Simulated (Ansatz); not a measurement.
Ti₃SiC₂:
Space group P6₃/mmc (No. 194); a = 3.020 Å, b = 3.020 Å, c = 17.435 Å, α = 90.00°, β = 90.00°, γ = 120.00°

```
atom  site  symmetry       x       y       z
----  ----  --------  ------  ------  ------
Si      2b      -6m2  0.0000  0.0000  0.2500
C       4f       3m.  0.6667  0.3333  0.0722
Ti      4f       3m.  0.3333  0.6667  0.1350
Ti      2a      -3m.  0.0000  0.0000  0.0000
```

This is the LDA-relaxed structure.

Problem. All from DFT-LDA in the program Ansatz with PAW potentials, unless another level is named. Predict the electronic character.

Solution. metallic (no gap).

Problem. Give the formation energy from the elements (no fitted shifts).

Solution. -90 kJ/mol-atom.

Problem. And the density of states at the Fermi level?

Solution. 0.34 states/eV per atom (mean over ±0.08 eV).

Space group P6_3/mmc. Symmetry was held in the LDA relaxation; of distortions, only those at the zone centre were tested. No spin polarisation was allowed. The references are the lowest solids computed at this level, not always the standard phases.

Potentials: the later of the program's two PAW sets.
